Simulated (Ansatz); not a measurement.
## Te$_{2}$Mo (P6_3/mmc): from strained cells to moduli

```
CELL_PARAMETERS angstrom
3.49404 0.00000 0.00000
-1.74702 3.02592 0.00000
0.00000 0.00000 14.00698
ATOMIC_POSITIONS crystal
Te 0.33333 0.66667 0.62111
Te 0.66667 0.33333 0.12111
Te 0.33333 0.66667 0.87889
Te 0.66667 0.33333 0.37889
Mo 0.33333 0.66667 0.25000
Mo 0.66667 0.33333 0.75000
```

Unless marked otherwise, the numbers come from PBEsol, all-electron LAPW in Ansatz 0.2.0, scalar-relativistic. k mesh 8×8×2, fixed occupations, basis error target 1 meV/atom. The cell was relaxed by PAW under this functional.

The cell is hexagonal and carries a residual pressure of 0.02 GPa at this level. Each strain component that symmetry leaves independent is applied at ±0.008, the ions relax wherever a strain frees them, and the stress (tension positive, GPa) is read. Shears are engineering strains, γ = 2ε.

```
strain    size      σxx      σyy      σzz      σyz     σxz     σxy
    xx  -0.008  -1.1150  -0.2624  -0.0983   0.0000  0.0000  0.0000
    xx  +0.008   0.9964   0.2254   0.0595   0.0000  0.0000  0.0000
    zz  -0.008  -0.1076  -0.1076  -0.3465   0.0000  0.0000  0.0000
    zz  +0.008   0.0509   0.0509   0.2526   0.0000  0.0000  0.0000
    yz  -0.008  -0.0247  -0.0228  -0.0266  -0.1691  0.0000  0.0000
    yz  +0.008  -0.0247  -0.0228  -0.0266   0.1691  0.0000  0.0000
```

A central difference gives one constant, for example C11 ≈ (0.9964 − (-1.1150))/(0.016) = 132.0 GPa; the program then imposes the crystal's symmetry on the whole matrix.

Question: What are the independent elastic constants?

Answer: C11 = 132.0, C12 = 30.5, C13 = 9.9, C33 = 37.4, C44 = 21.1 GPa.

Question: Is the crystal stable against homogeneous strain?

Answer: The least eigenvalue of the 6×6 matrix is 21.1 GPa, so yes.

Question: What moduli does a random aggregate of grains have?

Answer: Voigt and Reuss bounds: B from 29.8 to 44.7 and G from 27.9 to 35.3 GPa; their means are B = 37.2 and G = 31.6 GPa. Then E = 9BG/(3B + G) = 73.9 GPa, ν = (3B − 2G)/(6B + 2G) = 0.169 and B/G = 1.18, on the brittle side of Pugh's 1.75 (a rule of thumb, made for metals; it doesn't predict ductility here).

Question: With the density of 7.875 g/cm³, how fast does sound travel, and what Debye temperature follows?

Answer: 

| direction | slow (m/s) | middle (m/s) | fast (m/s) |
| --- | --- | --- | --- |
| x | 1638 | 2538 | 4094 |
| y | 1638 | 2538 | 4094 |
| z | 1638 | 1638 | 2181 |

The mean of v⁻³ over directions and branches gives v_m = 2099 m/s and θ_D = (ħ/k_B) v_m (6π²n)^(1/3) = 215 K, n being atoms per volume. Young's modulus spans 36 to 123 GPa over directions, and the universal anisotropy index is 1.85.

Question: How far do the constants move if PAW replaces LAPW in the same cell?

Answer: 

| constant | LAPW (GPa) | PAW (GPa) | difference |
| --- | --- | --- | --- |
| C11 | 132.0 | 131.8 | -0.2 |
| C12 | 30.5 | 30.5 | 0.0 |
| C13 | 9.9 | 9.9 | 0.0 |
| C33 | 37.4 | 37.3 | -0.1 |
| C44 | 21.1 | 21.1 | 0.0 |

Question: How do the constants change if the ions are clamped to the homogeneous strain?

Answer: Clamped values, with the change against relaxed ions: C11 = 165.1 (+33.1), C12 = 48.3 (+17.8), C13 = 76.4 (+66.6), C33 = 211.2 (+173.8), C44 = 99.9 (+78.8) GPa.

Caveats: no dispersion correction, so the spacing and stiffness between layers or molecules are poor; the frozen-core PAW files of the compared runs were fitted under PBE, their cores solved anew for this functional.
